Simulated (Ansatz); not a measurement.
# Ni3Ge: how settings move the results

One table from this session's results is given with a row withheld; the runs are named, their logs left out.

Method: DFT PBEsol, scalar-relativistic, plane waves, PAW, in Ansatz 0.2.0.

1 further run of the same task is left out (for a known fault of the program).

## The structure to begin with

It takes space group Pm-3m (No. 221, cubic). The conventional cell has a = 3.530 Å, b = 3.530 Å, c = 3.530 Å, α = 90.00°, β = 90.00°, γ = 90.00°. Ni (site symmetry 4/mmm) is surrounded by 8 Ni at 2.50 Å and 4 Ge at 2.50 Å. Ge (site symmetry m-3m) has 12 Ni at 2.50 Å as nearest neighbours.

As a file:

```xyz
4
Lattice="3.5303 0.0000 0.0000 0.0000 3.5303 0.0000 0.0000 0.0000 3.5303" Properties=species:S:1:pos:R:3 pbc="T T T"
Ni    1.7652    0.0000    1.7652
Ni    0.0000    1.7652    1.7652
Ni    1.7652    1.7652    0.0000
Ge    0.0000    0.0000    0.0000
```

The structure comes from the Materials Project (structure only); it is used as listed.

## The base input

input.yaml reads:

```yaml
crystal:
  lattice:
    - [3.5303341067, 0.0, 0.0]
    - [0.0, 3.5303341067, 0.0]
    - [0.0, 0.0, 3.5303341067]
  atoms:
    - { symbol: Ni, position: [0.5, 0.0, 0.5] }
    - { symbol: Ni, position: [0.0, 0.5, 0.5] }
    - { symbol: Ni, position: [0.5, 0.5, 0.0] }
    - { symbol: Ge, position: [0.0, 0.0, 0.0] }
basis:
  ecutwfc: 420
kpoints:
  mp_grid: { grid: [12, 12, 12] }
hamiltonian:
  xc: pbesol
scf:
  occupations: { method: gaussian, width: 0.1 }
output:
  forces: true
  stress: true
  eigenvalues: true
  populations: true
```

Its results, from an earlier run: -5417.4469 eV/atom at zero smearing, pressure -0.99 GPa, largest force 0.000 eV/Å, no gap on the mesh, in 7 SCF cycles and 13 s.

The first run:

input.yaml reads:

```yaml
crystal:
  lattice:
    - [3.5303341067, 0.0, 0.0]
    - [0.0, 3.5303341067, 0.0]
    - [0.0, 0.0, 3.5303341067]
  atoms:
    - { symbol: Ni, position: [0.5, 0.0, 0.5] }
    - { symbol: Ni, position: [0.0, 0.5, 0.5] }
    - { symbol: Ni, position: [0.5, 0.5, 0.0] }
    - { symbol: Ge, position: [0.0, 0.0, 0.0] }
basis:
  ecutwfc: 420
kpoints:
  mp_grid: { grid: [1, 1, 1] }
hamiltonian:
  xc: pbesol
scf:
  occupations: { method: gaussian, width: 0.1 }
output:
  forces: true
  stress: true
  eigenvalues: true
```

Run with:

```
$ ansatz run input.yaml --threads 1 --pin off --max-ram 2560MiB --backend cpu --events-out ev --progress --plain --runs-dir out
```

Among the steps run: K-point mesh set to 1×1×1; K-point mesh set to 2×2×2; K-point mesh: 4×4×4; K-point mesh set to 6×6×6; K-point mesh set to 8×8×8; K-point mesh: 10×10×10; K-point mesh: 14×14×14; K-point mesh: 16×16×16; K-point mesh set to 18×18×18.

One of the session's tables, all rows but one given; the rest of the session is left out.

| mesh | ΔE (meV/atom) | pressure (GPa) |
| --- | --- | --- |
| 1×1×1 | ? | ? |
| 2×2×2 | -33.8 | -4.69 |
| 4×4×4 | -5.99 | -0.90 |
| 6×6×6 | -0.03 | -0.94 |
| 8×8×8 | 0.56 | -0.98 |
| 10×10×10 | -0.16 | -1.00 |
| 12×12×12 | 0.01 | -0.99 |
| 14×14×14 | 0.00 | -0.99 |
| 16×16×16 | 0.03 | -0.99 |
| 18×18×18 | 0.00 | -0.99 |

**Question.** Estimate the row for 1×1×1.

As computed: ΔE (meV/atom): 2613; pressure (GPa): 23.71. In the column «ΔE (meV/atom)» it is the highest.

To keep in mind: The error changes sign along the series, since a k mesh isn't variational, and a metal needs dense meshes to resolve its Fermi surface. Spin polarisation is off in the runs that give these values; a magnetic solution could lie lower.
